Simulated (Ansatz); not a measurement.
# B7H18N7: the cost of one run

Computed with Ansatz 0.2.0 (DFT PBE, scalar-relativistic, plane waves, PAW, unless a step's input says otherwise).

2 further runs of the same task are left out: 2 set aside as unsound or not needed.

## Step 1: The starting structure

It takes space group F-43m (No. 216, cubic). Conventional cell: a = 3.625 Å, b = 3.625 Å, c = 3.625 Å, α = 90.00°, β = 90.00°, γ = 90.00°. B (site symmetry -43m) is surrounded by 4 N at 1.57 Å. N (site symmetry -43m) has 4 B at 1.57 Å as nearest neighbours.

Coordinates:

```cif
data_structure
_symmetry_space_group_name_H-M 'F-43m'
_symmetry_Int_Tables_number 216
_cell_length_a 3.6247
_cell_length_b 3.6247
_cell_length_c 3.6247
_cell_angle_alpha 90.000
_cell_angle_beta 90.000
_cell_angle_gamma 90.000
_cell_volume 47.62
loop_
_atom_site_label
_atom_site_type_symbol
_atom_site_symmetry_multiplicity
_atom_site_Wyckoff_symbol
_atom_site_fract_x
_atom_site_fract_y
_atom_site_fract_z
_atom_site_occupancy
B1 B 4 a 0.00000 0.00000 0.00000 1
N1 N 4 c 0.25000 0.25000 0.25000 1
```

It goes back to an entry of the Materials Project.

It is the result of an earlier relaxation at this level (volume 5.95 Å³/atom; gap on the mesh: 4.46 eV).

## Step 2: Next: the [111] wire, 14 host atoms a period with H caps

The wire is cut from the relaxed crystal, periodic along c with vacuum across. Atoms and period relax; energies count from the bulk, -271.1378 eV an atom. Each H cap counts from half an H2 molecule (-15.872 eV in a separate run).

The cell holds 7 B, 7 N, 18 H: a = 14.000 Å, b = 13.800 Å, c = 6.278 Å, α = 90.00°, β = 90.00°, γ = 90.00°.

## Step 3: Relaxation

Pressure and volume refer to the whole cell with its vacuum; only the period along c may change.

input.yaml reads:

```yaml
crystal:
  lattice:
    - [14.0, 0.0, 0.0]
    - [0.0, 13.8, 0.0]
    - [0.0, 0.0, 6.2781594097]
  atoms:
    - { symbol: B, position: [0.4942758022, 0.5, 0.0] }
    - { symbol: "N", position: [0.4942758022, 0.5, 0.25] }
    - { symbol: B, position: [0.3885774905, 0.5, 0.3333333333] }
    - { symbol: B, position: [0.599974114, 0.5, 0.6666666667] }
    - { symbol: "N", position: [0.3885774905, 0.5, 0.5833333333] }
    - { symbol: "N", position: [0.599974114, 0.5, 0.9166666667] }
    - { symbol: B, position: [0.5471249581, 0.4071359476, 0.3333333333] }
    - { symbol: B, position: [0.4414266464, 0.5928640524, 0.6666666667] }
    - { symbol: "N", position: [0.5471249581, 0.4071359476, 0.5833333333] }
    - { symbol: "N", position: [0.4414266464, 0.5928640524, 0.9166666667] }
    - { symbol: B, position: [0.5471249581, 0.5928640524, 0.3333333333] }
    - { symbol: B, position: [0.4414266464, 0.4071359476, 0.6666666667] }
    - { symbol: "N", position: [0.5471249581, 0.5928640524, 0.5833333333] }
    - { symbol: "N", position: [0.4414266464, 0.4071359476, 0.9166666667] }
    - { symbol: H, position: [0.3485081063, 0.4295919615, 0.2701513335] }
    - { symbol: H, position: [0.3485081063, 0.5704080385, 0.2701513335] }
    - { symbol: H, position: [0.6801128825, 0.5, 0.6034846669] }
    - { symbol: H, position: [0.3198871175, 0.5, 0.6374893332] }
    - { symbol: H, position: [0.6343193005, 0.5603497473, 0.9708226665] }
    - { symbol: H, position: [0.6343193005, 0.4396502527, 0.9708226665] }
    - { symbol: H, position: [0.5070555738, 0.3367279091, 0.2701513335] }
    - { symbol: H, position: [0.6272637266, 0.4071359476, 0.2701513335] }
    - { symbol: H, position: [0.4013572621, 0.6632720909, 0.6034846669] }
    - { symbol: H, position: [0.5814701446, 0.3467862003, 0.6374893332] }
    - { symbol: H, position: [0.4757718329, 0.6532137997, 0.9708226665] }
    - { symbol: H, position: [0.3727362734, 0.5928640524, 0.9708226665] }
    - { symbol: H, position: [0.5070555738, 0.6632720909, 0.2701513335] }
    - { symbol: H, position: [0.6272637266, 0.5928640524, 0.2701513335] }
    - { symbol: H, position: [0.4013572621, 0.3367279091, 0.6034846669] }
    - { symbol: H, position: [0.5814701446, 0.6532137997, 0.6374893332] }
    - { symbol: H, position: [0.4757718329, 0.3467862003, 0.9708226665] }
    - { symbol: H, position: [0.3727362734, 0.4071359476, 0.9708226665] }
basis:
  ecutwfc: 420
kpoints:
  mp_grid: { grid: [1, 1, 6] }
hamiltonian:
  xc: pbe
scf:
  occupations: { method: gaussian, width: 0.05 }
output:
  forces: true
  stress: true
  eigenvalues: true
  populations: true
  write_density: true
  write_potential: true
  elf: true
  volumetric_format: npy
relax:
  adjacent_minimum: "off"
  f_tol: 0.02
  max_steps: 45
  cell: { fix: [a, b, alpha, beta, gamma], stress_tol: 0.03 }
```

Started as:

```bash
$ ansatz run input.yaml --threads 4 --pin off --max-ram 11264MiB --backend cpu --events-out ev --progress --plain --runs-dir out
```

What time and memory should one allow on 4 threads of Arm Neoverse V1, shared host?

About 2.6 min, with a peak of 1.8 GiB.
